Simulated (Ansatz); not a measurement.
# ZnS (F-43m) in Ansatz: a series of runs, part 2 of 2

Ansatz 0.2.0. Earlier steps stand in the parts before.

## 3. Single point, r2SCAN50, 18.54 Å³/atom (volume scaled by 0.94)

input.yaml reads:

```yaml
crystal:
  lattice:
    - [0.0, 2.6468416657, 2.6468416657]
    - [2.6468416657, 0.0, 2.6468416657]
    - [2.6468416657, 2.6468416657, 0.0]
  atoms:
    - { symbol: Zn, position: [0.75, 0.75, 0.75] }
    - { symbol: S, position: [0.0, 0.0, 0.0] }
hamiltonian:
  xc: r2scan50
  pseudopotentials: { kind: paw }
kpoints:
  mp_grid: { grid: [5, 5, 5] }
scf:
  occupations: { method: fermi_dirac, width: 0.05 }
output:
  forces: true
  stress: true
  eigenvalues: true
```

Potentials or basis: Ansatz PAW.

Started as:

```sh
$ ansatz run input.yaml --threads 2 --pin off --max-ram 5632MiB --backend cpu --events-out ev --progress --plain --runs-dir out
```

Log:

```text
Warning: output.stress: scf.convergence.dr2_threshold = 1e-7 eV (the SCF's general default) is looser than the 2e-10 eV advised for a printed stress (1e-10 eV for each atom of the cell: 2). What an SCF threshold leaves in a stress goes as its square root, and in the free energy as the threshold itself, and one threshold admits the most on a small cell: of the crystals measured, under no hybrid functional and no lock of the moments, on runs that ended without the residual-converged pass, on stresses that held no estimate of that error, the worst erred by over 100 MPa in a component at 1e-7 eV an atom and by under 5 at 1e-10. Set scf.convergence.dr2_threshold to 2e-10 eV or tighter. The threshold is an SCF's pass mark: one that does not reach it within its budget of iterations ends unconverged, or closes short of it on a stop that the run arms, and scf.convergence.dr2_threshold's page says what that costs each kind of run
Warning: output.stress: scf.exx.energy_threshold = 1e-6 eV is looser than the 2e-8 eV advised for a stress under a hybrid functional (1e-8 eV for each atom of the cell: 2). Every SCF of the exchange loop can meet its threshold on dr2 while the loop round them stops early: no threshold on dr2 bounds what that leaves in the stress. Set scf.exx.energy_threshold to 2e-8 eV or tighter. The threshold is the loop's pass mark: a loop that does not reach it within its budget of cycles ends unconverged, and scf.exx.energy_threshold's page has the law
Warning: RAYON_NUM_THREADS=2 ignored (pool sized by the plan → 2); use --threads N
Engine: ansatz 0.2.0, aarch64-unknown-linux-gnu
Pseudopotentials: kind: paw
Pseudopotential: Zn, paw, valence charge 12, recommended cutoff 500 eV (meta_gga), Zn.paw.azcp
Pseudopotential: S, paw, valence charge 6, recommended cutoff 500 eV (meta_gga), S.paw.azcp
Functional definition: r2SCAN50
  parameter a = 0.5
  parameter k0 = 0.174
  parameter k1 = 0.065
  parameter a1 = 4.9479
  exchange = (1 - a)*r2scan_x(k0 = k0, k1 = k1, a1 = a1) + a*exact_x
  correlation = r2scan_c
Crystal: 2 atoms, lattice volume = 37.086 Å³
Basis set: ecut = 500 eV, 941 PW (Γ), exchange–correlation on 120×120×120 points (64 copies of the dense FFT grid, shifted against one another)
Bands: 13, of which v1, the nominal top of the filled ones, is band 9 counted from 1 (8 counted from 0)
Symmetry: 24 space group operations
Space group: F-43m (ITA 216), of the structure as read, at distance tolerance 3.3e-5 Å
k-points: 10 of 125 (time reversal used)
Non-local potential: Zn, projectors of the file, l = 0: 2, l = 1: 2, l = 2: 3, l = 3: 1
Non-local potential: S, projectors of the file, l = 0: 2, l = 1: 2, l = 2: 2
PAW form: soft (Blöchl's): semilocal exchange-correlation on the pseudo side does not see the compensation charge
PAW frozen core: Zn, regenerated for the run's functional, and the local potential with it (the file was generated under x = pbe(κ = 0.804, μ = 0.2195149727645171), c = pbe(β = 0.06672455060314922))
PAW frozen core: S, regenerated for the run's functional, and the local potential with it (the file was generated under x = pbe(κ = 0.804, μ = 0.2195149727645171), c = pbe(β = 0.06672455060314922))
PAW one-centre angular grid: Zn, 590 points (default); XC on 261 of its mesh's 2673 points in the sphere
PAW one-centre angular grid: S, 302 points (default); XC on 160 Gauss nodes
Initial density: superposition of atomic densities (neutral atoms: chi_scale 0, normalization atom), corrected by the library's trained network
Initial wavefunctions: pseudopotential atomic-orbital guess
Functional: x = r2scan, c = r2scan; τ floored in thin density (d = 2e-4 eV/Å³), warm-up for x = 0.5 r2scan + 0.5 exact, c = r2scan; τ floored in thin density (d = 2e-4 eV/Å³)
SCF iter   1: F=—  HF=-4233.421713 eV  |F-HF|=—  |Δ(HF+E_count)|=         —  Δρ=1.84e-2  dr2=6.46e-2  dr2_τ=7.96e-3  ethr=1.77e-3  ⟨swp⟩=11.2  Hψ=710  notcnv=0
preconditioner: auto → none  [insulator: Δε(μ)=2.954 eV  Ē_g=13.433 eV  σ=0.050 eV  W_gap=1.00  n_scr=14 (ndim 8)  ℏωp=25.9 eV  f_vac=0.017  D(μ)=0.00/eV (n_scr^D=0)]
SCF iter   2: F=—  HF=-4233.421659 eV  |F-HF|=—  |Δ(HF+E_count)|=   5.35e-5  Δρ=6.45e-3  dr2=1.41e-2  dr2_τ=4.99e-4  ethr=3.59e-4  ⟨swp⟩=4.2  Hψ=438  notcnv=0
SCF iter   3: F=—  HF=-4233.413234 eV  |F-HF|=—  |Δ(HF+E_count)|=   8.43e-3  Δρ=3.10e-3  dr2=1.49e-3  dr2_τ=9.40e-6  ethr=7.84e-5  ⟨swp⟩=4.0  Hψ=390  notcnv=0
SCF iter   4: F=-4233.413581 eV  HF=-4233.413675 eV  |F-HF|=9.40e-5  |Δ(HF+E_count)|=   4.41e-4  Δρ=6.06e-4  dr2=1.59e-4  dr2_τ=4.31e-6  ethr=8.28e-6  ⟨swp⟩=2.4  Hψ=226  notcnv=0
SCF 1 stopped early in 4 iterations: F = -4233.413581 eV  dr2 = 1.59e-4
[... 17 lines left out ...]
Frozen-core exchange: fock
SCF iter   1: F=—  HF=-4230.398682 eV  |F-HF|=—  |Δ(HF+E_count)|=         —  Δρ=2.02e-4  dr2=1.56e-5  dr2_τ=3.32e-7  ethr=1.18e-5  ⟨swp⟩=2.7  Hψ=273  notcnv=0
preconditioner: auto → none  [insulator: Δε(μ)=6.408 eV  Ē_g=19.100 eV  σ=0.050 eV  W_gap=1.00  n_scr=14 (ndim 8)  ℏωp=25.9 eV  f_vac=0.023  D(μ)=0.00/eV (n_scr^D=0)]
SCF iter   2: F=—  HF=-4230.398716 eV  |F-HF|=—  |Δ(HF+E_count)|=   3.38e-5  Δρ=1.72e-4  dr2=8.05e-6  dr2_τ=1.24e-7  ethr=4.60e-8  ⟨swp⟩=4.0  Hψ=392  notcnv=0
SCF iter   3: F=—  HF=-4230.398718 eV  |F-HF|=—  |Δ(HF+E_count)|=   1.41e-6  Δρ=4.57e-5  dr2=5.68e-7  dr2_τ=2.48e-8  ethr=3.96e-8  ⟨swp⟩=3.0  Hψ=292  notcnv=0
SCF iter   4: F=—  HF=-4230.398717 eV  |F-HF|=—  |Δ(HF+E_count)|=   1.19e-7  Δρ=4.07e-5  dr2=3.32e-7  dr2_τ=1.61e-9  ethr=2.89e-9  ⟨swp⟩=3.3  Hψ=340  notcnv=0
SCF iter   5: F=—  HF=-4230.398717 eV  |F-HF|=—  |Δ(HF+E_count)|=   6.09e-8  Δρ=6.31e-6  dr2=1.98e-8  dr2_τ=1.17e-9  ethr=1.66e-9  ⟨swp⟩=3.0  Hψ=307  notcnv=0
SCF iter   6: F=-4230.398717 eV  HF=-4230.398717 eV  |F-HF|=3.41e-9  |Δ(HF+E_count)|=   1.80e-9  Δρ=3.10e-6  dr2=2.94e-9  dr2_τ=9.53e-11  ethr=8.07e-11  ⟨swp⟩=3.1  Hψ=281  notcnv=0
SCF 3 converged in 6 iterations: F = -4230.398717 eV  dr2 = 2.94e-9
  Residual-converged pass: ⟨swp⟩=3.6  Hψ=315  notcnv=0  max |occ|·‖R‖ = 2.3e-6 eV (tolerance 2.4e-6 eV)  dr2=3.34e-9  dr2_τ=8.77e-11  dr2_onsite=1.31e-9  max |Δocc| = 0.0e0
hybrid outer 2: dexx = +3.153e-5 eV, tail = 3.17e-7 eV, Δε = 8.78e-3 eV (about 3.45e-4 eV left of the loop's levels)
Frozen-core exchange: fock
SCF iter   1: F=—  HF=-4230.398715 eV  |F-HF|=—  |Δ(HF+E_count)|=         —  Δρ=7.16e-6  dr2=1.18e-8  dr2_τ=2.22e-10  ethr=8.81e-9  ⟨swp⟩=3.6  Hψ=306  notcnv=0
preconditioner: auto → none  [insulator: Δε(μ)=6.409 eV  Ē_g=19.104 eV  σ=0.050 eV  W_gap=1.00  n_scr=14 (ndim 8)  ℏωp=25.9 eV  f_vac=0.023  D(μ)=0.00/eV (n_scr^D=0)]
SCF iter   2: F=-4230.398715 eV  HF=-4230.398715 eV  |F-HF|=6.28e-10  |Δ(HF+E_count)|=   1.46e-8  Δρ=3.81e-6  dr2=2.66e-9  dr2_τ=8.76e-11  ethr=5.16e-11  ⟨swp⟩=4.0  Hψ=387  notcnv=0
SCF 4 converged in 2 iterations: F = -4230.398715 eV  dr2 = 2.66e-9
  Residual-converged pass: ⟨swp⟩=2.1  Hψ=221  notcnv=0  max |occ|·‖R‖ = 2.3e-6 eV (tolerance 2.4e-6 eV)  dr2=2.66e-9  dr2_τ=8.75e-11  dr2_onsite=1.26e-9  max |Δocc| = 0.0e0
hybrid outer 3: dexx = +1.512e-8 eV, tail = 8.25e-9 eV, Δε = 4.61e-4 eV (about 1.12e-4 eV left of the loop's levels), ΔF = 5.55e-17 eV/Å (tail 2.70e-17)
hybrid SCF converged: 3 outer / 15 inner (+4 warm-up), last move |dexx| = 1.51e-8 eV, tail = 8.25e-9 eV
Stability not checked: this state was not tested for a lower state beside it, because the functional holds exact exchange (a hybrid, or Hartree-Fock), whose exchange loop this test does not read (fock_operator; see scf.lower_state_search)
Free energy (F): -4230.398715 eV
Frozen-core exchange: fock
Harris-Foulkes:  -4230.398715 eV  (|F-HF|=6.28e-10)
Internal energy: -4230.398715 eV  (E = F + TS)
E sigma→0 (E₀):  -4230.398715 eV
Fermi energy:    7.537404 eV
--- Per-component energies (eV) ---
  E_band       = -67.275323
  E_kinetic    = 238.850801
  E_local      = -2021.528675  (includes V_loc(G=0)·N_el)
  E_nonlocal   = 652.909758
  E_hartree    = 856.943232
  E_xc         = -118.434057
  E_vxc        = -78.462301  (∫ρ·V_xc dr)
  E_exx        = -122.396843  (= α·E_x^exact, valence–valence)
  E_paw        = -2438.047866  (= ΣΔE_a)
  E_vpaw       = -330.103269  (= ΣTr[D̂ρ^β])
  E_aug_tail   = -0.000025  (compensation charges beyond the density's cutoff)
  E_vtau       = 1.967718  (kinetic-family band-sum trace: ∫τ·v_τ [+ j·A + Jᵃ·Aᵃ] dr)
  E_ewald      = -1279.498844
  E_core_change = 0.803804  (= ΣΔE_core)
  E_smearing   = -0.000000  (= −TS)
  E_closure    = -0.000000  (closes the sum)
  Σ components = -4230.398715   (vs F -4230.398715, Δ=0.00e0)
--- Forces (eV/Å), atoms counted from 1 ---
  atom   1  Zn     0.00000000    -0.00000000     0.00000000
  atom   2  S     -0.00000000     0.00000000     0.00000000
  max |Σ_I F_I| component: 1.48e-16 eV/Å
--- Stress (GPa, compression-positive) ---
        5.441292       0.000000      -0.000000
        0.000000       5.441292       0.000000
       -0.000000       0.000000       5.441292
  P = ⅓ Tr σ = 5.4413 GPa (54.413 kbar)
--- Band table (eV; the first three rows and the last of 10) ---
  k-point 0: bands = ["-11.8855", "-5.7086", "-5.7086", "-5.7086", "-5.2403", "-5.2403", "4.3054", "4.3054", "4.3054", "10.7144", "14.9124", "14.9124", "14.9124"]
  k-point 1: bands = ["-11.5205", "-5.6615", "-5.6615", "-5.6153", "-5.2425", "-5.2425", "1.7097", "3.8938", "3.8938", "12.0235", "15.1658", "15.5296", "15.5296"]
  k-point 2: bands = ["-10.8408", "-5.6019", "-5.6019", "-5.2247", "-5.2247", "-5.1362", "-1.5590", "3.3214", "3.3214", "11.8991", "15.4433", "15.4433", "17.3257"]
  k-point 9: bands = ["-10.4329", "-5.5193", "-5.4966", "-5.3257", "-5.2244", "-4.7960", "-1.0996", "0.7253", "1.7469", "13.5273", "14.7455", "15.6727", "18.8361"]
```

Run time: 19 s. Hardware: 2 threads of Arm Neoverse V1, shared host; peak memory 0.92 GiB.

What came out:

- Free energy: -4230.3987 eV
- Pressure: 5.4 GPa
- Band gap on the k mesh: 6.41 eV, direct

Caveat: odd divisions of the mesh miss points on the zone boundary, where band edges often lie, so the gap on the mesh can be too wide; the PAW data sets come from PBE, with cores solved anew for the run's functional, which leaves a small shift of forces and pressure; the thresholds are loose for stress.

## 4. Single point, r2SCAN50, 18.94 Å³/atom (volume scaled by 0.96)

Edit input.yaml of step 3 so:

```diff
@@ -2,5 +2,5 @@
   lattice:
-    - [0.0, 2.6468416657, 2.6468416657]
-    - [2.6468416657, 0.0, 2.6468416657]
-    - [2.6468416657, 2.6468416657, 0.0]
+    - [0.0, 2.6654820099, 2.6654820099]
+    - [2.6654820099, 0.0, 2.6654820099]
+    - [2.6654820099, 2.6654820099, 0.0]
   atoms:
```

Started as:

```sh
$ ansatz run input.yaml --threads 2 --pin off --max-ram 5632MiB --backend cpu --events-out ev --progress --plain --runs-dir out
```

It took 19 s on 2 threads of Arm Neoverse V1, shared host; peak memory 0.92 GiB.

It converged, with:

- Free energy: -4230.4202 eV
- Pressure: 3.3 GPa
- Band gap on the k mesh: 6.29 eV, direct

Caveat: odd divisions of the mesh miss points on the zone boundary, where band edges often lie, so the gap on the mesh can be too wide; the PAW data sets come from PBE, with cores solved anew for the run's functional, which leaves a small shift of forces and pressure; the thresholds are loose for stress.

## 5. Single point, r2SCAN50, 19.33 Å³/atom (volume scaled by 0.98)

Edit input.yaml of step 4 so:

```diff
@@ -2,5 +2,5 @@
   lattice:
-    - [0.0, 2.6654820099, 2.6654820099]
-    - [2.6654820099, 0.0, 2.6654820099]
-    - [2.6654820099, 2.6654820099, 0.0]
+    - [0.0, 2.6838652254, 2.6838652254]
+    - [2.6838652254, 0.0, 2.6838652254]
+    - [2.6838652254, 2.6838652254, 0.0]
   atoms:
@@ -19 +19,5 @@
   eigenvalues: true
+  write_density: true
+  write_potential: true
+  elf: true
+  volumetric_format: npy
```

Started as:

```sh
$ ansatz run input.yaml --threads 2 --pin off --max-ram 5632MiB --backend cpu --events-out ev --progress --plain --runs-dir out
```

Run time: 19 s. Hardware: 2 threads of Arm Neoverse V1, shared host; peak memory 0.93 GiB.

Results (log left out):

* Free energy: -4230.4318 eV
* Pressure: 1.4 GPa
* Band gap on the k mesh: 6.18 eV, direct

Caveat: odd divisions of the mesh miss points on the zone boundary, where band edges often lie, so the gap on the mesh can be too wide; the PAW data sets come from PBE, with cores solved anew for the run's functional, which leaves a small shift of forces and pressure; the thresholds are loose for stress.

## 6. Single point, r2SCAN50, 19.73 Å³/atom

input.yaml reads:

```yaml
crystal:
  lattice:
    - [0.0, 2.702, 2.702]
    - [2.702, 0.0, 2.702]
    - [2.702, 2.702, 0.0]
  atoms:
    - { symbol: Zn, position: [0.75, 0.75, 0.75] }
    - { symbol: S, position: [0.0, 0.0, 0.0] }
hamiltonian:
  xc: r2scan50
  pseudopotentials: { kind: paw }
kpoints:
  mp_grid: { grid: [5, 5, 5] }
scf:
  occupations: { method: fermi_dirac, width: 0.05 }
output:
  forces: true
  stress: true
  eigenvalues: true
```

Potentials or basis: Ansatz PAW.

Started as:

```sh
$ ansatz run input.yaml --threads 2 --pin off --max-ram 5632MiB --backend cpu --events-out ev --progress --plain --runs-dir out
```

Wall time 21 s (2 threads of Arm Neoverse V1, shared host); peak memory 1.1 GiB.

It converged, with:

```
Free energy            : -4230.4344 eV
Pressure               : -0.3 GPa
Band gap on the k mesh : 6.07 eV, direct
```

Caveat: odd divisions of the mesh miss points on the zone boundary, where band edges often lie, so the gap on the mesh can be too wide; the PAW data sets come from PBE, with cores solved anew for the run's functional, which leaves a small shift of forces and pressure; the thresholds are loose for stress.

## 7. Single point, r2SCAN50, 20.12 Å³/atom (volume scaled by 1.02)

Edit input.yaml of step 6 so:

```diff
@@ -2,5 +2,5 @@
   lattice:
-    - [0.0, 2.702, 2.702]
-    - [2.702, 0.0, 2.702]
-    - [2.702, 2.702, 0.0]
+    - [0.0, 2.7198945612, 2.7198945612]
+    - [2.7198945612, 0.0, 2.7198945612]
+    - [2.7198945612, 2.7198945612, 0.0]
   atoms:
```

Started as:

```sh
$ ansatz run input.yaml --threads 2 --pin off --max-ram 5632MiB --backend cpu --events-out ev --progress --plain --runs-dir out
```

Run time: 21 s. Hardware: 2 threads of Arm Neoverse V1, shared host; peak memory 1.1 GiB.

The run converged. Its results:

- Free energy: -4230.4290 eV
- Pressure: -1.9 GPa
- Band gap on the k mesh: 5.96 eV, direct

Caveat: odd divisions of the mesh miss points on the zone boundary, where band edges often lie, so the gap on the mesh can be too wide; the PAW data sets come from PBE, with cores solved anew for the run's functional, which leaves a small shift of forces and pressure; the thresholds are loose for stress.

## 8. Single point, r2SCAN50, 20.52 Å³/atom (volume scaled by 1.04)

Edit input.yaml of step 7 so:

```diff
@@ -2,5 +2,5 @@
   lattice:
-    - [0.0, 2.7198945612, 2.7198945612]
-    - [2.7198945612, 0.0, 2.7198945612]
-    - [2.7198945612, 2.7198945612, 0.0]
+    - [0.0, 2.7375567091, 2.7375567091]
+    - [2.7375567091, 0.0, 2.7375567091]
+    - [2.7375567091, 2.7375567091, 0.0]
   atoms:
```

Started as:

```sh
$ ansatz run input.yaml --threads 2 --pin off --max-ram 5632MiB --backend cpu --events-out ev --progress --plain --runs-dir out
```

It took 22 s on 2 threads of Arm Neoverse V1, shared host; peak memory 1.1 GiB.

The run converged. Its results:

* Free energy: -4230.4164 eV
* Pressure: -3.3 GPa
* Band gap on the k mesh: 5.86 eV, direct

Caveat: odd divisions of the mesh miss points on the zone boundary, where band edges often lie, so the gap on the mesh can be too wide; the PAW data sets come from PBE, with cores solved anew for the run's functional, which leaves a small shift of forces and pressure; the thresholds are loose for stress.

## 9. Single point, r2SCAN50, 20.91 Å³/atom (volume scaled by 1.06)

Edit input.yaml of step 8 so:

```diff
@@ -2,5 +2,5 @@
   lattice:
-    - [0.0, 2.7375567091, 2.7375567091]
-    - [2.7375567091, 0.0, 2.7375567091]
-    - [2.7375567091, 2.7375567091, 0.0]
+    - [0.0, 2.7549938462, 2.7549938462]
+    - [2.7549938462, 0.0, 2.7549938462]
+    - [2.7549938462, 2.7549938462, 0.0]
   atoms:
```

Potentials or basis: Ansatz PAW.

Started as:

```sh
$ ansatz run input.yaml --threads 2 --pin off --max-ram 5632MiB --backend cpu --events-out ev --progress --plain --runs-dir out
```

Run time: 22 s. Hardware: 2 threads of Arm Neoverse V1, shared host; peak memory 1.1 GiB.

It converged, with:

```
Free energy            : -4230.3972 eV
Pressure               : -4.5 GPa
Band gap on the k mesh : 5.76 eV, direct
```

Caveat: odd divisions of the mesh miss points on the zone boundary, where band edges often lie, so the gap on the mesh can be too wide; the PAW data sets come from PBE, with cores solved anew for the run's functional, which leaves a small shift of forces and pressure; the thresholds are loose for stress.

## 10. Equation of state, r2SCAN50

Potentials or basis: Ansatz PAW.

This step only gathers the single runs of the series.

Results:

```
Equilibrium volume                      : 19.65 Å³/atom
Bulk modulus                            : 83 GPa
Pressure derivative of the bulk modulus : 4.2
```

Energy against volume, from the lowest point:
```
volume (Å³/atom)  energy (meV/atom)
          18.543              17.83
          18.938               7.08
          19.332               1.31
          19.727               0.00
          20.121               2.68
          20.516               9.01
          20.910              18.61
```

Caveat: the k mesh is coarse (spacing up to 0.40 Å⁻¹), so the values aren't converged, least of all with exact exchange; the PAW data sets were made with another functional, which shifts forces and pressure a little.

## 11. Comparison with measurements

Step 2. Measured gap of ZnS: 3.85 eV (direct; 19 K; quoted in “Electronic, vibrational, and thermodynamic properties of ZnS (zincblende and rocksalt structure)”, 2009, arxiv:0911.5022). This calculation gives 6.07 eV (+2.22 eV). So large a miss can be the level of theory's own, or it may mean another phase, state or a wrong row. The value is that of r2SCAN50, without temperature or zero-point motion.
